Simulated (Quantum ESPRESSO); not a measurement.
BAs:

```xyz
2
Lattice="0.0000 2.3885 2.3885 2.3885 0.0000 2.3885 2.3885 2.3885 0.0000" Properties=species:S:1:pos:R:3 pbc="T T T"
As    3.5827    3.5827    3.5827
B     0.0000    0.0000    0.0000
```

| Item | Value |
| --- | --- |
| Program | Quantum ESPRESSO 7.5 |
| Task | phonons |
| Functional | RPBE |
| Potentials or basis | PseudoDojo 0.4.1 SR PBE standard |
| Cutoff | 1143 eV |
| Density cutoff | 4572 eV |
| k mesh | 8 × 8 × 8, shifted |
| Occupations | fermi-dirac, width 0.05 eV |
| Spin | no spin polarisation |
| Mixing beta | 0.5 |
| Most SCF iterations | 120 |
| SCF threshold | 4e-10 Ry |

The cell and the atoms were relaxed first, to 14.12 Å³/atom (a = 3.418 Å, b = 3.418 Å, c = 3.418 Å, α = 60.00°, β = 60.00°, γ = 60.00°), and the response was taken there.

The first run showed a gap, so the response started from a second, tighter run with fixed occupations.

Q: How polar is the lattice: what are the Born charges, the two dielectric constants and the LO-TO splitting?

A: Born charges ±0.48 e; dielectric constants 9.81 (electrons alone) and 9.90 (static); transverse and longitudinal modes at 671 and 674 cm⁻¹.

Caveat: the potentials were made for another functional, which shifts forces and pressure.
